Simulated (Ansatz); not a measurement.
**Ionic part of the dielectric constant of GaN at 35 GPa, mode by mode**

The calculation used Ansatz 0.2.0, DFT LDA, scalar-relativistic, plane waves, PAW. Settings: 420 eV plane-wave cutoff, Γ-centred 12×12×6 mesh, fixed occupations. No spin polarisation. Phonons by linear response, acoustic sum rule imposed.

Symmetry: P6_3mc, No. 186, hexagonal system. Conventional cell: a = 3.016 Å, b = 3.016 Å, c = 4.925 Å, α = 90.00°, β = 90.00°, γ = 120.00°. Ga (site symmetry 3m) is surrounded by 4 N at 1.85 Å. N (site symmetry 3m) has 4 Ga at 1.85 Å as nearest neighbours.

At this pressure the crystal is close to a known change of phase.

The primitive cell has V = 38.80 Å³ and ε∞,zz = 5.320. Each polar mode adds Δε = (4.92064×10⁷/V)·S/ν² along z, with S its oscillator strength in e²/amu, ν in cm⁻¹ and V in Å³.

Task: From these modes, find each Δε and ε0,zz.
```csv
ν (cm⁻¹),S_zz (e²/amu)
658.7,1.208
```

Result:
```tsv
ν (cm⁻¹)	Δε
658.7	3.53
```

The sum is 3.532, so ε0,zz = 8.85; the run's tensor has 8.85.

Task: Where do the longitudinal modes lie for a wave vector along z?

Result: At 850 cm⁻¹. The Lyddane–Sachs–Teller product Π(ν_LO/ν_TO)² = 1.66 matches ε0/ε∞ = 1.66.

Cost: 1 run of about 4.8 core-minutes, on Arm Neoverse V1 (shared hosts).

The lattice response along z comes entirely from a single stiff polar mode at 658.7 cm⁻¹, the A1 vibration in which the Ga and N sublattices move against each other along the polar axis. Its contribution of 3.53 is smaller than the electronic ε∞,zz of 5.320. The partly ionic Ga–N bond gives the mode a sizeable dipole, and hence a clear shift up to 850 cm⁻¹ for the longitudinal mode, but the strong, short bonds keep the static displacement in a field small.

Nothing here resembles a ferroelectric-type instability, despite the nearby phase change. That is expected if the change is the familiar one from wurtzite to rocksalt, which is first-order and reconstructive: tetrahedral bonding gives way to octahedral without a polar mode having to go to zero frequency. A modest dielectric constant is therefore no sign that the wurtzite form is thermodynamically preferred. Softening in the nonpolar low-frequency E2 mode, typical of compressed wurtzite crystals, would leave no trace in this ionic sum.
